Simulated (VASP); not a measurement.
Method: PBEsol GGA, VASP's PBE PAW potentials (set 64) (plane waves; VASP 6.6.1).

VASP ran on this input.

INCAR:
```
ENCUT = 520   # plane-wave cut-off (eV)
ISMEAR = 0   # Gaussian
LASPH = .TRUE.   # aspherical one-centre terms
EDIFF = 1E-7   # SCF stop (eV)
LCHARG = .FALSE.
ICHARG = 11   # fixed density
SYSTEM = ZrO2
NELM = 100   # most electronic steps
LMAXMIX = 4   # l cut-off of mixed one-centre charges
LWAVE = .FALSE.
LREAL = .FALSE.   # projection in real space or not
LORBIT = 11   # lm-projected
GGA = PS   # PBEsol
PREC = Accurate
SIGMA = 0.05   # width (eV)
ALGO = Normal   # blocked Davidson
```

File POSCAR:
```
ZrO2
3.5874870
  1.0000001163   0.0000000000   0.0000000000
  0.0000000000   1.0000001163   0.0000000000
  0.0000000000   0.0000000000   1.4437495619
Zr O
2 4
Cart
  0.0000000000   0.0000000000   0.0000000000
  0.5000000582   0.5000000582   0.7218747810
  1.0000001163   0.5000000582   0.4301928917
  0.0000000000   0.5000000582   1.1520676727
  0.5000000582   0.0000000000   0.2916818892
  0.5000000582   0.0000000000   1.0135566702
```

### KPOINTS
```
k-points along high-symmetry lines
10
Line-mode
Reciprocal
  0.000000   0.000000   0.000000 ! GAMMA
  0.000000   0.500000   0.000000 ! X

  0.000000   0.500000   0.000000 ! X
  0.500000   0.500000   0.000000 ! M

  0.500000   0.500000   0.000000 ! M
  0.000000   0.000000   0.000000 ! GAMMA

  0.000000   0.000000   0.000000 ! GAMMA
  0.000000   0.000000   0.500000 ! Z

  0.000000   0.000000   0.500000 ! Z
  0.000000   0.500000   0.500000 ! R

  0.000000   0.500000   0.500000 ! R
  0.500000   0.500000   0.500000 ! A

  0.500000   0.500000   0.500000 ! A
  0.000000   0.000000   0.500000 ! Z

  0.000000   0.500000   0.000000 ! X
  0.000000   0.500000   0.500000 ! R

  0.500000   0.500000   0.000000 ! M
  0.500000   0.500000   0.500000 ! A
```

POTCAR, in this order: Zr_sv O (PBE.64 set). Program: vasp_std. Read from the step before: CHGCAR.

The run wrote:

**OUTCAR**
```
 ion  position               nearest neighbor table
   1  0.000  0.000  0.000-   4 2.08   5 2.08   4 2.08   5 2.08   3 2.37   3 2.37   6 2.37   6 2.37
                             2 3.63   2 3.63   2 3.63   2 3.63   2 3.63   2 3.63   2 3.63   2 3.63
   2  0.500  0.500  0.500-   3 2.08   6 2.08   6 2.08   3 2.08   5 2.37   5 2.37   4 2.37   4 2.37
                             1 3.63   1 3.63   1 3.63   1 3.63   1 3.63   1 3.63   1 3.63   1 3.63
   3  0.000  0.500  0.298-   2 2.08   2 2.08   1 2.37   1 2.37
   4  0.000  0.500  0.798-   1 2.08   1 2.08   2 2.37   2 2.37
   5  0.500  0.000  0.202-   1 2.08   1 2.08   2 2.37   2 2.37
   6  0.500  0.000  0.702-   2 2.08   2 2.08   1 2.37   1 2.37
  LATTYP: Found a simple tetragonal cell.
 ALAT       =     3.5874874174
 C/A-ratio  =     1.4437493940
 Subroutine PRICEL returns:
 Original cell was already a primitive cell.
 Subroutine GETGRP returns: Found 16 space group operations
The static configuration has the point symmetry D_2d.
 The point group associated with its full space group is D_4h.
The dynamic configuration has the point symmetry D_2d.
 Subroutine INISYM returns: Found 16 space group operations
   k-points           NKPTS =     90   k-points in BZ     NKDIM =     90   number of bands    NBANDS=     28
   number of dos      NEDOS =    301   number of ions     NIONS =      6
   total plane-waves  NPLWV =  31360
   dimension x,y,z NGX =    28 NGY =   28 NGZ =   40
   dimension x,y,z NGXF=    56 NGYF=   56 NGZF=   80
   ions per type =               2   4
...
```

**OSZICAR**
```
       N       E                     dE             d eps       ncg     rms          rms(c)
DAV:   1     0.443263897834E+03    0.44326E+03   -0.28000E+04  5040   0.176E+03
DAV:   2    -0.189316806671E+02   -0.46220E+03   -0.44636E+03  6056   0.458E+02
DAV:   3    -0.579184118307E+02   -0.38987E+02   -0.38463E+02  8036   0.111E+02
DAV:   4    -0.595700980749E+02   -0.16517E+01   -0.16491E+01  6988   0.206E+01
DAV:   5    -0.596211475374E+02   -0.51049E-01   -0.51033E-01  6828   0.301E+00
DAV:   6    -0.596220631001E+02   -0.91556E-03   -0.91547E-03  6992   0.410E-01
DAV:   7    -0.596220814534E+02   -0.18353E-04   -0.18353E-04  6836   0.544E-02
DAV:   8    -0.596220818833E+02   -0.42991E-06   -0.42991E-06  6704   0.765E-03
DAV:   9    -0.596220818933E+02   -0.99717E-08   -0.99648E-08  4108   0.120E-03
   1 F= -.59622082E+02 E0= -.59622082E+02  d E =-.465777E-19
```

**OUTCAR**
```
 val. band max:        6.3614803579   @ k =   0.2222   0.2222   0.0000

 cond. band min:      10.3415266959   @ k =   0.0000   0.0000   0.0000



 k-point     1 :       0.0000    0.0000    0.0000
  band No.  band energies     occupation
      1     -40.8938      2.00000
      2     -40.8357      2.00000
      3     -19.5375      2.00000
      4     -18.9670      2.00000
      5     -18.9670      2.00000
      6     -18.8345      2.00000
      7     -18.8051      2.00000
      8     -18.8051      2.00000
      9     -11.1841      2.00000
     10      -9.9166      2.00000
     11      -9.2055      2.00000
     12      -8.9089      2.00000
     13       1.2721      2.00000
     14       1.6125      2.00000
     15       1.7657      2.00000
     16       1.7657      2.00000
     17       3.8754      2.00000
     18       3.8754      2.00000
     19       5.0752      2.00000
     20       5.0752      2.00000
     21       5.7546      2.00000
     22       6.2346      2.00000
     23       6.2463      2.00000
     24       6.2463      2.00000
     25      10.3415      0.00000
     26      10.8451      0.00000
     27      11.5063      0.00000
     28      11.6309      0.00000

 k-point     2 :       0.0000    0.0556    0.0000
  band No.  band energies     occupation
      1     -40.8928      2.00000
      2     -40.8356      2.00000
      3     -19.5302      2.00000
      4     -18.9823      2.00000
      5     -18.9652      2.00000
      6     -18.8355      2.00000
      7     -18.8221      2.00000
      8     -18.8057      2.00000
      9     -11.1525      2.00000
     10      -9.9020      2.00000
     11      -9.2122      2.00000
     12      -8.9226      2.00000
     13       1.2447      2.00000
     14       1.6273      2.00000
     15       1.7864      2.00000
     16       1.8771      2.00000
     17       3.8329      2.00000
     18       3.8740      2.00000
     19       5.0451      2.00000
     20       5.0669      2.00000
     21       5.7469      2.00000
...
```

The density is held fixed in this step, so its total energy and stress have no physical meaning.

The structure comes from a computed database's ZrO2 entry (P4_2/nmc); how it stands against other phases isn't given here. It was relaxed first.
